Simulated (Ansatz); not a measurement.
# AlN: how the axes shrink under pressure

AlN, P6_3mc, a = 3.130 Å, c = 5.018 Å. Ansatz: PBE, PAW, 420 eV, Γ-centred 12×12×6 mesh on 4 atoms, Gaussian smearing 0.02 eV; no spin polarisation. Cell and atoms are relaxed at each pressure, and no other structure is tried; the real crystal is known to change phase within this range, so the rows at high pressure are metastable. y = 100 ln(c/c0) with c0 = 5.0180 Å, so nearly a change in per cent. The pressures are the targets, met within 0.04 GPa.

```
P (GPa) y  100 ln(a/a0)
   -3.0      ?             ?
    0.0   0.00          0.00
    3.0  -0.57         -0.47
    8.0  -1.46         -1.20
   15.0  -2.61         -2.11
   30.0  -4.85         -3.73
   60.0  -9.34         -5.87
```

Fit y = c1 P + c2 P² to the other rows, give the linear compressibility along c, and predict the missing y.

Least squares on the rows shown. y = −0.1745 P + 0.0003183 P². The linear compressibility along c is −c1/100 = 1.74 per TPa, against 1.53 along a from the same fit to the last column (its missing entry is 0.51): the crystal is about as stiff along both at low pressure, though at 60 GPa 100 ln(a/a0) is -5.9 and y -9.3. The runs next to zero pressure give 1.95 and 1.63, so a parabola over the whole range misstates the start. With a term in P³ added, the coefficient of P becomes -0.1932, 11 % more, which shows how far this figure hangs on the form. At P = -3.0 the fit asked for gives 0.53. The run gave 0.61, so the fit is 0.08 too low, within twice the rms miss on the fitted rows (0.07).